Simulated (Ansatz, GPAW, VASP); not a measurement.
## TePb: 3 runs at one level of theory

```
Pb Te
1.0
     0.00000    3.23100    3.23100
     3.23100    0.00000    3.23100
     3.23100    3.23100    0.00000
Pb Te
1 1
Direct
  0.00000 0.00000 0.00000
  0.50000 0.50000 0.50000
```

Alike in all runs: task single point; functional PBE; k mesh 7 × 7 × 7; occupations gaussian, width 0.016 eV; no spin polarisation; no spin-orbit coupling. Pressure is positive in compression and, in plane waves, holds the error of the finite cutoff.

| program and potentials | plane-wave cutoff (eV) | notes | pressure (GPa) |
| --- | --- | --- | --- |
| Ansatz, all-electron LAPW, scalar-relativistic | - | - | 2.12 |
| VASP, PBE PAW files Pb_d, Te, 520 eV | 520 | - | 2.07 |
| GPAW, GPAW PAW data sets (gpaw-data 1.2.1) | 600 | - | 1.83 |

The pressure spans 1.83 (GPAW, GPAW PAW data sets (gpaw-data 1.2.1)) to 2.12 GPa (Ansatz, all-electron LAPW, scalar-relativistic), with all-electron results at 2.12.

The functional is the same throughout but for its coding, so the spread measures potentials, basis and numerics; runs on potential files found faulty are left out.

All three runs give a positive pressure, so PBE would relax rock-salt PbTe to a larger cell than the one used here. Since this cell is close to the measured room-temperature one, the result fits the functional's known tendency to overestimate the lattice constants of heavy-element solids. Its gradient correction favours the inhomogeneous density of separated atoms and so weakens cohesion and softens the balance against the repulsion between large, polarisable ion cores. Thermal expansion can't account for the sign: a static calculation with an accurate functional would find the room-temperature cell slightly stretched, not compressed.

VASP, at 2.07 GPa, nearly reproduces the all-electron value of 2.12 GPa, while GPAW lies lower at 1.83 GPa, probably through its data sets or residual basis error. These differences are small beside the pressure itself, which therefore belongs mainly to the shared physical description rather than to the potentials. A single volume yields neither the equilibrium lattice constant nor the bulk modulus, so agreement in pressure here doesn't establish agreement in compressibility.
